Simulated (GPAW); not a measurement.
Crystal: Pd.

```
Pd
1.0
    -1.57228    1.57228    1.57228
     1.57228   -1.57228    1.57228
     1.57228    1.57228   -1.57228
Pd
1
Direct
  0.00000 0.00000 0.00000
```

This isn't the form of Pd at room conditions, which is fcc.

```yaml
Program: GPAW 26.7.0
Task: relaxation of cell and atoms
Functional: PBEsol
Dispersion: D4
Potentials_or_basis: PAW data sets generated in the run's folder for this functional
Cutoff: 600 eV
Basis: pw
k_mesh: 12 × 12 × 12
Occupations: fermi-dirac, width 0.05 eV
Spin: no spin polarisation
```

At the start: pressure -12.2 GPa; volume 15.55 Å³/atom.

Question: Where does the relaxation end?

Answer: Over 4 steps the energy falls by 44.3 meV/atom and the volume is 14.49 Å³/atom (-6.8 %); space group Im-3m (No. 229, to 0.05 Å).

Step by step:
| step | energy change (eV) | largest force (eV/Å) | pressure (GPa) | volume (Å³) |
| --- | --- | --- | --- | --- |
| 1 | 0.0000 | 0.0000 | -12.24 | 15.55 |
| 2 | -0.0405 | 0.0000 | -3.92 | 14.78 |
| 3 | -0.0442 | 0.0000 | 0.55 | 14.45 |
| 4 | -0.0443 | 0.0000 | -0.02 | 14.49 |

Final structure:
```cif
data_structure
_symmetry_space_group_name_H-M 'P 1'
_symmetry_Int_Tables_number 1
_cell_length_a 2.6601
_cell_length_b 2.6601
_cell_length_c 2.6601
_cell_angle_alpha 109.471
_cell_angle_beta 109.471
_cell_angle_gamma 109.471
_cell_volume 14.49
loop_
_atom_site_label
_atom_site_type_symbol
_atom_site_fract_x
_atom_site_fract_y
_atom_site_fract_z
_atom_site_occupancy
Pd1 Pd 0.00000 0.00000 0.00000 1
```

Caveat: later steps reuse the first step's grids; pairwise dispersion overbinds metals, which lowers pressure and volume.
